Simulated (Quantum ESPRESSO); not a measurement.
# Simulated XPS, UPS and emission spectra of RbBr

Aim: the valence spectrum of RbBr from He I to hard X-rays, and which orbitals make each feature.

Main program and level: Quantum ESPRESSO 7.5; DFT, PBE, plane waves, ultrasoft GBRV pseudopotentials, scalar-relativistic, in the first sound run; inputs show where later runs differ.

The database entry behind the starting cell differs from later determinations by our own check (about 0.5 % short), so it need not match the best structure at ambient conditions.

## (1) Set-up

It takes space group Fm-3m (No. 225, cubic). Conventional cell: a = 6.854 Å, b = 6.854 Å, c = 6.854 Å, α = 90.00°, β = 90.00°, γ = 90.00°. Nearest to Rb lie 6 Br at 3.43 Å. Br has 6 Rb at 3.43 Å nearest. Farther neighbours and most contacts between anions are not listed.

## (2) The base run: self-consistent run

First the self-consistent run; potential, DOS and bands follow from it in later steps.

Input file scf.in:

```
&control
  calculation = 'scf'
  prefix = 'pes'
  outdir = './tmp'
  pseudo_dir = './pp'
  tprnfor = .true.
  tstress = .true.
/
&system
  ibrav = 0
  nat = 2
  ntyp = 2
  ecutwfc = 40.0
  ecutrho = 200.0
  occupations = 'smearing'
  nbnd = 16
  smearing = 'fd'
  degauss = 0.00147
/
&electrons
  conv_thr = 1.2e-08
  mixing_beta = 0.5
  electron_maxstep = 120
/
ATOMIC_SPECIES
Rb 85.4678 rb_pbe_v1.uspp.F.UPF
Br 79.9040 br_pbe_v1.4.uspp.F.UPF
CELL_PARAMETERS angstrom
 0.000000000 3.427000000 3.427000000
 3.427000000 0.000000000 3.427000000
 3.427000000 3.427000000 0.000000000
ATOMIC_POSITIONS crystal
Rb 0.000000000 0.000000000 0.000000000
Br 0.500000000 0.500000000 0.500000000
K_POINTS automatic
8 8 8 0 0 0
```

On the command line:

```console
$ OMP_NUM_THREADS=1 mpirun -n 4 pw.x -nk 4 -in scf.in > scf.out
```

Log:

```text
Program PWSCF v.7.5 starts

     This program is part of the open-source Quantum ESPRESSO suite
     for quantum simulation of materials; please cite
         "P. Giannozzi et al., J. Phys.:Condens. Matter 21 395502 (2009);
         "P. Giannozzi et al., J. Phys.:Condens. Matter 29 465901 (2017);
         "P. Giannozzi et al., J. Chem. Phys. 152 154105 (2020);
          URL
     in publications or presentations arising from this work. More details at

     Parallel version (MPI & OpenMP), running on       4 processor cores
     Number of MPI processes:                 4
     Threads/MPI process:                     1

     MPI processes distributed on     1 nodes
     115337 MiB available memory on the printing compute node when the environment starts

     Current dimensions of program PWSCF are:
     Max number of different atomic species (ntypx) = 10
     Max number of k-points (npk) =  40000
     Max angular momentum in pseudopotentials (lmaxx) =  4
     Message from routine setup:
     using ibrav=0 with symmetry is DISCOURAGED, use correct ibrav instead

     K-points division:     npool     =       4
     Subspace diagonalization in iterative solution of the eigenvalue problem:
     a serial algorithm will be used

     G-vector sticks info
     --------------------
     sticks:   dense  smooth     PW     G-vecs:    dense   smooth      PW
     Sum        1159     925    283                25893    18499    3119

     Using Slab Decomposition

     bravais-lattice index     =            0
     lattice parameter (alat)  =       9.1586  a.u.
     unit-cell volume          =     543.2114 (a.u.)^3
     number of atoms/cell      =            2
     number of atomic types    =            2
     number of electrons       =        16.00
     number of Kohn-Sham states=           16
     kinetic-energy cutoff     =      40.0000  Ry
     charge density cutoff     =     200.0000  Ry
     scf convergence threshold =      1.2E-08
     mixing beta               =       0.5000
     number of iterations used =            8  plain     mixing
     Exchange-correlation=  SLA  PW   PBX  PBC
                           (   1   4   3   4   0   0   0)

     celldm(1)=   9.158576  celldm(2)=   0.000000  celldm(3)=   0.000000
     celldm(4)=   0.000000  celldm(5)=   0.000000  celldm(6)=   0.000000

     crystal axes: (cart. coord. in units of alat)
               a(1) = (   0.000000   0.707107   0.707107 )
               a(2) = (   0.707107   0.000000   0.707107 )
               a(3) = (   0.707107   0.707107   0.000000 )

     reciprocal axes: (cart. coord. in units 2 pi/alat)
               b(1) = ( -0.707107  0.707107  0.707107 )
               b(2) = (  0.707107 -0.707107  0.707107 )
               b(3) = (  0.707107  0.707107 -0.707107 )

     PseudoPot. # 1 for Rb read from file:
     ./pp/rb_pbe_v1.uspp.F.UPF
     Pseudo is Ultrasoft + core correction, Zval =  9.0
     Generated by new atomic code, or converted to UPF format
     Using radial grid of  881 points,  6 beta functions with:
                l(1) =   0
                l(2) =   0
                l(3) =   1
                l(4) =   1
                l(5) =   2
                l(6) =   2
     Q(r) pseudized with  8 coefficients,  rinner =    1.900   1.900   1.900
                                                       1.900   1.900

     PseudoPot. # 2 for Br read from file:
     ./pp/br_pbe_v1.4.uspp.F.UPF
     Pseudo is Ultrasoft + core correction, Zval =  7.0
     Generated by new atomic code, or converted to UPF format
     Using radial grid of  879 points,  6 beta functions with:
                l(1) =   0
                l(2) =   0
                l(3) =   1
                l(4) =   1
                l(5) =   2
                l(6) =   2
     Q(r) pseudized with  8 coefficients,  rinner =    1.100   1.100   1.100
                                                       1.100   1.100

     atomic species   valence    mass     pseudopotential
     Rb                9.00    85.46780     Rb( 1.00)
     Br                7.00    79.90400     Br( 1.00)

     48 Sym. Ops., with inversion, found

   Cartesian axes

     site n.     atom                  positions (alat units)
         1        Rb     tau(   1) = (   0.0000000   0.0000000   0.0000000  )
         2        Br     tau(   2) = (   0.7071068   0.7071068   0.7071068  )

     number of k points=    29  Fermi-Dirac smearing, width (Ry)=  0.0015
                       cart. coord. in units 2pi/alat
        k(    1) = (   0.0000000   0.0000000   0.0000000), wk =   0.0039062
        k(    2) = (   0.0883883   0.0883883  -0.0883883), wk =   0.0312500
        k(    3) = (   0.1767767   0.1767767  -0.1767767), wk =   0.0312500
        k(    4) = (   0.2651650   0.2651650  -0.2651650), wk =   0.0312500
        k(    5) = (  -0.3535534  -0.3535534   0.3535534), wk =   0.0156250
        k(    6) = (   0.1767767   0.0000000   0.0000000), wk =   0.0234375
        k(    7) = (   0.2651650   0.0883883  -0.0883883), wk =   0.0937500
        k(    8) = (   0.3535534   0.1767767  -0.1767767), wk =   0.0937500
        k(    9) = (  -0.2651650  -0.4419417   0.4419417), wk =   0.0937500
        k(   10) = (  -0.1767767  -0.3535534   0.3535534), wk =   0.0937500
        k(   11) = (  -0.0883883  -0.2651650   0.2651650), wk =   0.0937500
        k(   12) = (   0.0000000  -0.1767767   0.1767767), wk =   0.0468750
        k(   13) = (   0.3535534   0.0000000   0.0000000), wk =   0.0234375
        k(   14) = (   0.4419417   0.0883883  -0.0883883), wk =   0.0937500
        k(   15) = (  -0.1767767  -0.5303301   0.5303301), wk =   0.0937500
        k(   16) = (  -0.0883883  -0.4419417   0.4419417), wk =   0.0937500
[...]
k(   22) = (   0.3535534   0.1767767   0.0000000), wk =   0.0937500
        k(   23) = (  -0.2651650  -0.4419417   0.6187184), wk =   0.1875000
        k(   24) = (  -0.1767767  -0.3535534   0.5303301), wk =   0.0937500
        k(   25) = (  -0.1767767  -0.5303301   0.7071068), wk =   0.0937500
        k(   26) = (  -0.0883883  -0.4419417   0.6187184), wk =   0.1875000
        k(   27) = (   0.0000000  -0.3535534   0.5303301), wk =   0.0937500
        k(   28) = (  -0.7071068   0.1767767  -0.0000000), wk =   0.0468750
        k(   29) = (  -0.7071068   0.3535534   0.0000000), wk =   0.0234375

     Dense  grid:    25893 G-vectors     FFT dimensions: (  45,  45,  45)

     Smooth grid:    18499 G-vectors     FFT dimensions: (  40,  40,  40)

     Estimated max dynamical RAM per process >      46.40 MB

     Estimated total dynamical RAM >     166.65 MB

[...]
iteration #  2     ecut=    40.00 Ry     beta= 0.50
     Davidson diagonalization with overlap
     ethr =  4.44E-04,  avg # of iterations =  2.3

     negative rho (up, down):  7.259E-02 0.000E+00

     total cpu time spent up to now is        1.5 secs

     total energy              =    -100.26218236 Ry
     estimated scf accuracy    <       0.00434738 Ry

     iteration #  3     ecut=    40.00 Ry     beta= 0.50
     Davidson diagonalization with overlap
     ethr =  2.72E-05,  avg # of iterations =  4.0

     negative rho (up, down):  7.288E-02 0.000E+00

     total cpu time spent up to now is        1.8 secs

     total energy              =    -100.26251329 Ry
     estimated scf accuracy    <       0.00060529 Ry

     iteration #  4     ecut=    40.00 Ry     beta= 0.50
     Davidson diagonalization with overlap
     ethr =  3.78E-06,  avg # of iterations =  4.1

     negative rho (up, down):  7.285E-02 0.000E+00

     total cpu time spent up to now is        2.0 secs

     total energy              =    -100.26255992 Ry
     estimated scf accuracy    <       0.00004552 Ry

     iteration #  5     ecut=    40.00 Ry     beta= 0.50
     Davidson diagonalization with overlap
     ethr =  2.85E-07,  avg # of iterations =  2.0

     negative rho (up, down):  7.272E-02 0.000E+00

     total cpu time spent up to now is        2.2 secs

     total energy              =    -100.26256510 Ry
     estimated scf accuracy    <       0.00000039 Ry

     iteration #  6     ecut=    40.00 Ry     beta= 0.50
     Davidson diagonalization with overlap
     ethr =  2.45E-09,  avg # of iterations =  3.9

     negative rho (up, down):  7.268E-02 0.000E+00

     total cpu time spent up to now is        2.4 secs

     total energy              =    -100.26256552 Ry
     estimated scf accuracy    <       0.00000004 Ry

     iteration #  7     ecut=    40.00 Ry     beta= 0.50
     Davidson diagonalization with overlap
     ethr =  2.37E-10,  avg # of iterations =  2.0

     negative rho (up, down):  7.267E-02 0.000E+00

     total cpu time spent up to now is        2.6 secs

     End of self-consistent calculation

          k = 0.0000 0.0000 0.0000 (  2277 PWs)   bands (ev):

   -23.1473 -10.9071  -7.2199  -7.2199  -7.2199   1.2734   1.2734   1.2734
     5.6385   8.5593   8.5593   8.5593   9.4485   9.4485  12.2440  17.1107

          k = 0.0884 0.0884-0.0884 (  2319 PWs)   bands (ev):

   -23.1460 -10.9135  -7.2210  -7.2210  -7.2128   1.0887   1.2176   1.2176
     6.0161   8.4630   8.7453   8.7453   9.6808   9.6808  12.8317  15.5173

          k = 0.1768 0.1768-0.1768 (  2316 PWs)   bands (ev):

   -23.1426 -10.9287  -7.2237  -7.2237  -7.1959   0.7140   1.0890   1.0890
     6.9068   8.4261   9.2807   9.2807  10.3183  10.3183  13.6697  14.4331

          k = 0.2652 0.2652-0.2652 (  2337 PWs)   bands (ev):

   -23.1393 -10.9438  -7.2264  -7.2264  -7.1791   0.4031   0.9680   0.9680
     7.7689   8.7143  10.0940  10.0940  11.1355  11.1355  12.5509  13.2754

          k =-0.3536-0.3536 0.3536 (  2332 PWs)   bands (ev):

   -23.1379 -10.9499  -7.2275  -7.2275  -7.1722   0.2869   0.9199   0.9199
     8.0884   8.9958  10.7705  10.7705  11.4325  11.4325  12.1804  12.6099

          k = 0.1768 0.0000 0.0000 (  2309 PWs)   bands (ev):

   -23.1455 -10.9133  -7.2303  -7.2303  -7.2005   0.9932   1.2399   1.2399
     6.0977   8.1716   8.9521   8.9521   9.5698   9.9301  12.9928  15.6173

          k = 0.2652 0.0884-0.0884 (  2319 PWs)   bands (ev):

   -23.1429 -10.9199  -7.2388  -7.2359  -7.1962   0.7475   1.1353   1.1655
     6.7484   7.9962   9.4015   9.4939   9.9104  10.5153  13.8481  14.1356

          k = 0.3536 0.1768-0.1768 (  2317 PWs)   bands (ev):

   -23.1395 -10.9295  -7.2416  -7.2382  -7.1992   0.5172   0.9845   1.0442
     7.6157   8.2326   9.9814  10.2958  10.5939  11.0217  12.6892  13.3022

          k =-0.2652-0.4419 0.4419 (  2332 PWs)   bands (ev):

[...]
k =-0.1768-0.3536 0.3536 (  2320 PWs)   bands (ev):

[...]
k =-0.0884-0.2652 0.2652 (  2327 PWs)   bands (ev):

[...]
k = 0.0000-0.1768 0.1768 (  2301 PWs)   bands (ev):

[...]
k = 0.3536 0.0000 0.0000 (  2293 PWs)   bands (ev):

[...]
k = 0.4419 0.0884-0.0884 (  2329 PWs)   bands (ev):

[...]
k =-0.1768-0.5303 0.5303 (  2319 PWs)   bands (ev):

[...]
k =-0.0884-0.4419 0.4419 (  2318 PWs)   bands (ev):

[...]
k = 0.0000-0.3536 0.3536 (  2325 PWs)   bands (ev):

[...]
k = 0.5303-0.0000 0.0000 (  2321 PWs)   bands (ev):

[...]
k =-0.0884-0.6187 0.6187 (  2319 PWs)   bands (ev):

[...]
k = 0.0000-0.5303 0.5303 (  2319 PWs)   bands (ev):

[...]
k =-0.7071 0.0000 0.0000 (  2298 PWs)   bands (ev):

[...]
k = 0.3536 0.1768 0.0000 (  2325 PWs)   bands (ev):

[...]
k =-0.2652-0.4419 0.6187 (  2316 PWs)   bands (ev):

[...]
k =-0.1768-0.3536 0.5303 (  2328 PWs)   bands (ev):

[...]
k =-0.1768-0.5303 0.7071 (  2337 PWs)   bands (ev):

[...]
k =-0.0884-0.4419 0.6187 (  2315 PWs)   bands (ev):

   -23.1356 -10.8878  -7.3468  -7.3077  -7.2151   0.7224   0.9014   0.9890
     7.8506   8.8653   9.5864  10.2197  11.4906  11.7019  12.5365  12.9377

          k = 0.0000-0.3536 0.5303 (  2314 PWs)   bands (ev):

   -23.1360 -10.8996  -7.3334  -7.2899  -7.2017   0.6250   0.9360   0.9513
     8.3649   8.4399   9.6513  10.3275  11.1030  12.1395  12.3025  12.9935

          k =-0.7071 0.1768-0.0000 (  2312 PWs)   bands (ev):

   -23.1352 -10.8677  -7.3858  -7.3079  -7.2468   0.8330   0.9439   1.0515
     7.2921   8.8765   9.7031  10.4140  10.9130  12.1290  12.4408  13.5565

          k =-0.7071 0.3536 0.0000 (  2328 PWs)   bands (ev):

   -23.1351 -10.8814  -7.3469  -7.3469  -7.2014   0.7821   0.9266   0.9266
     8.3591   8.3591   9.5412   9.8954  12.1504  12.2184  12.2812  13.0015

     the Fermi energy is     2.0639 ev

!    total energy              =    -100.26256553 Ry
     estimated scf accuracy    <          1.2E-09 Ry
     smearing contrib. (-TS)   =       0.00000000 Ry
     internal energy E=F+TS    =    -100.26256553 Ry

     The total energy is F=E-TS. E is the sum of the following terms:
     one-electron contribution =     -19.05823421 Ry
     hartree contribution      =      14.74008853 Ry
     xc contribution           =     -39.32551465 Ry
     ewald contribution        =     -56.61890520 Ry

     convergence has been achieved in   7 iterations

     negative rho (up, down):  7.267E-02 0.000E+00

     Forces acting on atoms (cartesian axes, Ry/au):

     atom    1 type  1   force =    -0.00000000    0.00000000    0.00000000
     atom    2 type  2   force =     0.00000000   -0.00000000    0.00000000

     Total force =     0.000000     Total SCF correction =     0.000000

     Computing stress (Cartesian axis) and pressure

     negative rho (up, down):  7.267E-02 0.000E+00
          total   stress  (Ry/bohr**3)                   (kbar)     P=        9.77
   0.00006644  -0.00000000  -0.00000000            9.77       -0.00       -0.00
  -0.00000000   0.00006644  -0.00000000           -0.00        9.77       -0.00
  -0.00000000  -0.00000000   0.00006644           -0.00       -0.00        9.77

     XML data file, charge density, pseudopotentials, collected wavefunctions

     Called by init_run:

     Called by electrons:

     Called by c_bands:

     Called by *egterg:

     Called by h_psi:
                                        0.00s GPU  (     286 calls)

     General routines

     Parallel routines

=------------------------------------------------------------------------------=
   JOB DONE.
=------------------------------------------------------------------------------=
```

Elapsed: 3.6 s, on 4 MPI ranks of AMD EPYC 9B45 (Zen 5), shared host.

This step gave:

```yaml
free_energy: -1364.1417 eV
fermi_energy: 2.064 eV
pressure: 0.977 GPa
gap_on_the_k_mesh: 4.365 eV
```

At this level the gap is 4.37 eV on the k-mesh of the self-consistent run, which can miss the band edges.

(Continued in part 2 of 16.)

[Logs are printed without paths, hosts, clocks, repeated set-up lines and the standing remarks that a program may print on its own settings, such as how far it seeks lower states.]

[Hosts, paths, dates, database ids (printed as entryN), source tags and the programs' standing remarks are cut or masked in the printed files.]

[Maps of the electrostatic potential energy from Ansatz leave out the sawtooth potential of an applied field or a dipole correction, so their vacuum need not be flat; work functions include it.]

[Peak lists hold at most the 14 tallest peaks of each spectrum; further lines can be left out.]
